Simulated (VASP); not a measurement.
Write the native input for VASP 6.6.1 that does the following.

| Property | Result |
| --- | --- |
| Task | band structure |
| Functional | PBE-EpsX |
| Potentials or basis | VASP PAW PBE potentials, release 64 (B, N) |
| Cutoff | 520 eV |
| k mesh | 9 × 9 × 4 |
| Occupations | gaussian, width 0.02 eV |
| Spin | no spin polarisation |
| Grid for exact exchange (PRECFOCK) | Fast |
| Exchange at q = 0 | truncated |
| Share of exact exchange | 0.2439 |
| Further INCAR settings | ALGO = Normal; EDIFF = 1e-07 |

BN:

```
B N
1.0
     2.50681    0.00000    0.00000
    -1.25341    2.17096    0.00000
     0.00000    0.00000    6.58552
B N
2 2
Direct
  0.33333 0.66667 0.25000
  0.66667 0.33333 0.75000
  0.33333 0.66667 0.75000
  0.66667 0.33333 0.25000
```

The input as run:

POSCAR

```
BN                                      
1.0
    2.5068135169      0.0000000000      0.0000000000
   -1.2534067585      2.1709641834      0.0000000000
    0.0000000000      0.0000000000      6.5855237913
  B               N             
     2     2
Direct
     0.3333333300000021    0.6666666699999979    0.2500000000000000
     0.6666666699999979    0.3333333300000021    0.7500000000000000
     0.3333333300000021    0.6666666699999979    0.7500000000000000
     0.6666666699999979    0.3333333300000021    0.2500000000000000
```

INCAR.step1

```
  PREC = Accurate
  ENCUT = 520
  EDIFF = 1E-8
  ISMEAR = 0
  SIGMA = 0.02
  LREAL = F
  LASPH = T
  NELM = 60
  ALGO = Normal
  ISIF = 2
  LWAVE = F
  LCHARG = F
  KPAR = 4
  GGA = PE
  LEPSILON = T
```

KPOINTS.step1

```
Automatic mesh
0
G
  15 15 6
  0 0 0
```

INCAR.step2

```
  PREC = Accurate
  ENCUT = 520
  EDIFF = 1E-5
  ISMEAR = 0
  SIGMA = 0.02
  LREAL = F
  LASPH = T
  NELM = 60
  ALGO = Normal
  ISIF = 2
  LWAVE = T
  LCHARG = F
  KPAR = 4
  GGA = PE
```

KPOINTS.step2

```
regular mesh
0
Gamma
  9 9 4
```

INCAR.step3

```
  PREC = Accurate
  ENCUT = 520
  EDIFF = 1E-7
  ISMEAR = 0
  SIGMA = 0.02
  LREAL = F
  LASPH = T
  NELM = 60
  ALGO = Normal
  ISIF = 2
  LWAVE = F
  LCHARG = F
  GGA = PE
  LHFCALC = T
  AEXX = 0.2439
  PRECFOCK = Fast
  HFRCUT = -1
  KPAR = 4
  ISTART = 1
```

KPOINTS.step3

```
regular mesh
0
Gamma
  9 9 4
```

KPOINTS_OPT

```
path GMKGALHA,LM,KH
12
line-mode
reciprocal
 0.0000000000  0.0000000000  0.0000000000  G
 0.5000000000  0.0000000000  0.0000000000  M

 0.5000000000  0.0000000000  0.0000000000  M
 0.3333333333  0.3333333333  0.0000000000  K

 0.3333333333  0.3333333333  0.0000000000  K
 0.0000000000  0.0000000000  0.0000000000  G

 0.0000000000  0.0000000000  0.0000000000  G
 0.0000000000  0.0000000000  0.5000000000  A

 0.0000000000  0.0000000000  0.5000000000  A
 0.5000000000  0.0000000000  0.5000000000  L

 0.5000000000  0.0000000000  0.5000000000  L
 0.3333333333  0.3333333333  0.5000000000  H

 0.3333333333  0.3333333333  0.5000000000  H
 0.0000000000  0.0000000000  0.5000000000  A

 0.5000000000  0.0000000000  0.5000000000  L
 0.5000000000  0.0000000000  0.0000000000  M

 0.3333333333  0.3333333333  0.0000000000  K
 0.3333333333  0.3333333333  0.5000000000  H
```

Potentials or basis: VASP PAW PBE potentials, release 64 (B, N).

The run is started by

```sh
$ cat potpaw_PBE.64/B/POTCAR potpaw_PBE.64/N/POTCAR > POTCAR
$ cp INCAR.step1 INCAR
$ cp KPOINTS.step1 KPOINTS
$ mpirun -np 4 vasp_std > vasp.out
$ cp INCAR.step2 INCAR
$ cp KPOINTS.step2 KPOINTS
$ mpirun -np 4 vasp_std > vasp.out
$ cp INCAR.step3 INCAR
$ cp KPOINTS.step3 KPOINTS
$ mpirun -np 4 vasp_std > vasp.out
```

It gave:

* Pressure: -2.1 GPa
* Band gap on the k mesh: 6.41 eV, indirect (least direct gap 6.73 eV)
* Band gap along the path: 6.21 eV, indirect (least direct gap 6.72 eV)

Caveat: the PAW data sets were made with another functional, which shifts forces and pressure a little; the mesh misses the band edges, which the band path finds closer together.

Wall time 16 min on 4 MPI ranks on Intel(R) Xeon(R) Platinum 8488C (Sapphire Rapids), with other jobs on the host, peak memory 0.39 GiB a rank.
